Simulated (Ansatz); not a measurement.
These are results of DFT PBE, scalar-relativistic, plane waves, PAW (Ansatz 0.2.0), not measurements. All cells share a 420 eV cutoff and Γ-centred k meshes spaced at most about 0.3 Å⁻¹ (about 0.25 or finer for metals, 2π included). Spin is collinear in cells that carry moments; the others ran without spin or lost their moments.

These are static total energies at zero pressure.

Two forms of AlCo were relaxed alike.

A. (parallel moments up to 0.8 μB)

```
CELL_PARAMETERS angstrom
2.61674 0.00000 0.00000
0.00000 3.79962 0.00000
0.00000 0.00000 5.16062
ATOMIC_POSITIONS crystal
Al 0.50000 0.00000 0.23886
Al 0.50000 0.00000 0.76114
Co 0.00000 0.50000 0.00000
Co 0.50000 0.50000 0.50000
```

B. (no moments)

```
CELL_PARAMETERS angstrom
2.69795 0.00000 0.00000
-1.34898 2.33650 0.00000
0.00000 0.00000 7.75120
ATOMIC_POSITIONS crystal
Al 0.00000 0.00000 0.00000
Al 0.00000 0.00000 0.50000
Co 0.33333 0.66667 0.25000
Co 0.66667 0.33333 0.75000
```

Task: Which form is favoured at zero pressure, and by what margin per atom?

Result: B is lower, by 163 meV/atom. A has space group Pmmm (No. 47), 12.8 Å³/atom and no gap on its mesh; B has Al and Co ordered on dhcp sites, space group P6_3/mmc (No. 194), 12.2 Å³/atom and no gap. Counting all near atoms (those within 1.25 times the shortest distance at each site; a plus sign parts nearer from farther groups; a slash parts the counts of unlike sites), A has Al 10, Co 4+2+4/10+4 and B has Al 12, Co 12. Their magnetic states differ too. The denser one is the lower, and pressure would at first widen the difference. Both come from invented guesses. The lowest form computed isn't among them: it has the caesium chloride type, space group Pm-3m (No. 221), 11.6 Å³/atom, is reached from a Materials Project cell and lies 0.35 eV/atom below the best shown.

A magnetic state wasn't ruled out in cells without spin, among them P6_3/mmc. The magnetic state reached may not be the lowest. Cells relaxed within their symmetry can be saddle points. Some structure types and database cells were kept out of the candidates from the start, so a known form may be missing.
